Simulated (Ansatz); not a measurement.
Phonons of SrCl₂ (fluorite structure)

Computed with Ansatz (plane waves, PAW, 420 eV cutoff): PBEsol, scalar-relativistic, no spin polarisation, Gaussian smearing of 0.05 eV. The datasets are Ansatz's generated set soft_2.

```
Sr Cl
1.0
     0.00000    3.45363    3.45363
     3.45363    0.00000    3.45363
     3.45363    3.45363    0.00000
Sr Cl
1 2
Direct
  0.00000 0.00000 0.00000
  0.25000 0.25000 0.25000
  0.75000 0.75000 0.75000
```

The start was a prototype's sites filled with these elements; the Crystallography Open Database holds the compound in this structure.

Force constants come from finite displacements in a 2×2×2 supercell (the unit cell's 6×6×6 k-mesh, folded to it); the long-range dipole term is included. Points in reciprocal vectors of this cell: Γ = (0.000, 0.000, 0.000), X = (0.500, 0.000, 0.500), U = (0.625, 0.250, 0.625), K = (0.375, 0.375, 0.750), L = (0.500, 0.500, 0.500), W = (0.500, 0.250, 0.750).

Frequencies at the named points (cm⁻¹, imaginary ones negative):
```tsv
point	ω (cm⁻¹)
Γ	0 0 0 141 141 180 180 180 226
X	78 80 80 104 104 152 188 188 208
U	79 88 103 116 117 140 182 183 202
K	79 88 103 116 117 140 182 183 202
L	67 67 130 157 157 159 159 166 177
W	86 93 96 115 115 157 157 196 198
```

Problem. Is the structure dynamically stable along this path, and where does the spectrum end?

Solution. Yes: no branch is imaginary beyond numerical noise. The highest frequency is 226 cm⁻¹, at Γ. Points that don't fit the supercell are interpolated.

Problem. What does the harmonic approximation give for the vibrational free energy, entropy and heat capacity?

Solution. Zero-point energy 25.0 meV/atom.
```json
{"T (K)": "100", "F_vib (meV/atom)": "19.5", "S (J/K per mole of atoms)": "14.1", "C_V (J/K per mole of atoms)": "18.2"}
{"T (K)": "200", "F_vib (meV/atom)": "-3.2", "S (J/K per mole of atoms)": "28.6", "C_V (J/K per mole of atoms)": "22.9"}
{"T (K)": "300", "F_vib (meV/atom)": "-38.1", "S (J/K per mole of atoms)": "38.2", "C_V (J/K per mole of atoms)": "24.0"}
{"T (K)": "400", "F_vib (meV/atom)": "-81.5", "S (J/K per mole of atoms)": "45.1", "C_V (J/K per mole of atoms)": "24.4"}
{"T (K)": "500", "F_vib (meV/atom)": "-131.2", "S (J/K per mole of atoms)": "50.6", "C_V (J/K per mole of atoms)": "24.6"}
{"T (K)": "600", "F_vib (meV/atom)": "-186.0", "S (J/K per mole of atoms)": "55.1", "C_V (J/K per mole of atoms)": "24.7"}
{"T (K)": "700", "F_vib (meV/atom)": "-245.1", "S (J/K per mole of atoms)": "58.9", "C_V (J/K per mole of atoms)": "24.8"}
{"T (K)": "800", "F_vib (meV/atom)": "-308.0", "S (J/K per mole of atoms)": "62.2", "C_V (J/K per mole of atoms)": "24.8"}
{"T (K)": "900", "F_vib (meV/atom)": "-374.0", "S (J/K per mole of atoms)": "65.1", "C_V (J/K per mole of atoms)": "24.8"}
{"T (K)": "1000", "F_vib (meV/atom)": "-442.9", "S (J/K per mole of atoms)": "67.8", "C_V (J/K per mole of atoms)": "24.9"}
```

The highest mode, 226 cm⁻¹, is worth 330 K. At 300 K the heat capacity has reached 96 % of the classical limit 3R = 24.9 J/K per mole of atoms: a mode at k_BT already holds 92 % of its classical share, and one at 1.5 k_BT 83 %.

It ran for 37 s on 4 threads of Arm Neoverse V1, with other jobs on the host, peak memory 1.9 GiB.

